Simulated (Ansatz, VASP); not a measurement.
AlN: VASP beside Ansatz

```
Al N
1.0
    -1.63784    2.83682    0.00000
     0.00000    0.00000    4.10063
     4.91352    2.83682    0.00000
Al N
4 4
Direct
  0.62606 0.75000 0.25916
  0.00000 0.75000 0.66667
  0.00000 0.25000 0.33333
  0.50000 0.25000 0.83333
  0.50000 0.25000 0.16667
  0.00000 0.25000 0.66667
  0.00000 0.75000 0.33333
  0.50000 0.75000 0.83333
```

Alike in both runs: task single point; functional LDA; k mesh 8 × 6 × 4; occupations gaussian, width 0.05 eV; no spin polarisation.

```csv
,VASP,Ansatz
version,VASP 6.6.1,Ansatz 0.2.0
potentials or method,"VASP PAW LDA potentials, release 64 (Al, N)","scalar-relativistic, plane waves, PAW"
plane-wave cutoff (eV),520,420
valence electrons in the cell,32,32
```

|  | VASP | Ansatz | Ansatz less VASP |
| --- | --- | --- | --- |
| gap on the k mesh at the Fermi level (eV) | 2.63 | 2.64 | +0.014 |
| least direct gap on the mesh (eV) | 2.63 | 2.64 | +0.014 |
| rms of the force components (eV/Å) | 11.417 | 11.616 | +0.1992 |

Atom by atom the forces differ by 0.201 eV/Å (rms over components). Ansatz warned: «pseudo_functional_mismatch».

Caveats: forces of over 1 eV/Å show positions far from the minimum, so gaps and moduli don't describe the material at rest. A k mesh can miss the band edges.
